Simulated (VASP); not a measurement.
Write the native input for VASP 6.6.1 that does the following.

- Task: relaxation of cell and atoms
- Functional: PBEsol
- Potentials or basis: VASP PAW PBE potentials, release 64 (Zn, S)
- Cutoff: 600 eV
- k mesh: 10 × 10 × 10
- Occupations: gaussian, width 0.03 eV
- Spin: no spin polarisation
- Further INCAR settings: ALGO = Normal; EDIFF = 1e-07; IBRION = 2; EDIFFG = -0.005; NSW = 90; ISIF = 3

The structure of ZnS lies in POSCAR:

```
ZnS                                     
1.0
    0.0000000000      2.6803314388      2.6803314388
    2.6803314388     -0.0000000000      2.6803314388
    2.6803314388      2.6803314388      0.0000000000
  Zn              S             
     1     1
Direct
     0.2500000000000000    0.2500000000000000    0.2500000000000000
     0.0000000000000000    0.0000000000000000    0.0000000000000000
```

One way to write it, as run:

INCAR

```
SYSTEM = ZnS
ALGO = Normal ; EDIFF = 1E-7
EDIFFG = -0.005 ; ENCUT = 600
GGA = PS ; IBRION = 2
ISIF = 3 ; ISMEAR = 0
LASPH = .TRUE. ; LCHARG = .FALSE.
LREAL = .FALSE. ; LWAVE = .FALSE.
NELM = 80 ; NSW = 90
PREC = Accurate ; SIGMA = 0.03
```

KPOINTS

```
k-points
0
G
  10 10 10
  0 0 0
```

Potentials or basis: VASP PAW PBE potentials, release 64 (Zn, S).

The run is started by

```sh
$ cat potpaw_PBE.64/Zn/POTCAR potpaw_PBE.64/S/POTCAR > POTCAR
$ mpirun -np 1 vasp_std > vasp.out
```

It gave:

```json
{
  "Pressure after relaxing": "0.0 GPa",
  "Band gap on the k mesh": "2.08 eV, direct"
}
```

Caveat: the relaxation stopped at its first step, so nothing moved; the PAW data sets were made with another functional, which shifts forces and pressure a little.

Wall time 16 s on 1 thread of AMD EPYC 9R45 (Zen 5), with other jobs on the host, peak memory 0.15 GiB.
